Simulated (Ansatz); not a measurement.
Crystal: TaSi2.

```xyz
9
Lattice="4.7800 0.0000 0.0000 -2.3900 4.1396 0.0000 0.0000 0.0000 6.5640" Properties=species:S:1:pos:R:3 pbc="T T T"
Ta   -1.1950    2.0698    1.0940
Ta    1.1950    2.0698    5.4700
Ta    2.3900    0.0000    3.2820
Si    1.1949    0.6899    1.0940
Si   -1.1951    3.4497    5.4700
Si    2.3900    2.7599    3.2820
Si    1.1951    3.4497    1.0940
Si    3.5851    0.6899    5.4700
Si    0.0000    1.3797    3.2820
```

* Program: Ansatz 0.2.0
* Task: relaxation of cell and atoms
* Functional: PBE
* Potentials or basis: Ansatz PAW
* Cutoff: 420 eV (not typed: the program's choice for these potentials)
* k mesh: 7 × 7 × 4
* Occupations: fermi-dirac, width 0.05 eV
* Spin: no spin polarisation

At the start: volume 14.43 Å³/atom.

**Question.** How do energy, volume and symmetry change on relaxing?

**Answer.** It ends after 5 steps and the volume is 14.65 Å³/atom (+1.5 %); space group P6_222 (No. 180, to 0.05 Å).

The path:
```
step  energy change (eV)  largest force (eV/Å)  volume (Å³)
   1              0.0000                0.7857       129.88
   2             -0.1478                0.1677       133.45
   3             -0.1678                0.0075       132.06
   4             -0.1680                0.0002       131.87
   5             -0.1687                0.0003       131.87
```

Final structure:
```xyz
9
Lattice="4.8004 0.0000 0.0000 -2.4002 4.1573 0.0000 0.0000 0.0000 6.6077" Properties=species:S:1:pos:R:3 pbc="T T T"
Ta   -1.2001    2.0786    1.1013
Ta    1.2001    2.0786    5.5064
Ta    2.4002    0.0000    3.3038
Si    1.1470    0.6622    1.1013
Si   -1.2532    3.4950    5.5064
Si    2.4002    2.8328    3.3038
Si    1.2532    3.4950    1.1013
Si    3.6534    0.6622    5.5064
Si    0.0000    1.3244    3.3038
```

Caveat: the plane-wave basis is chosen anew once the cell has moved, so the energies of steps on either side of that aren't comparable.
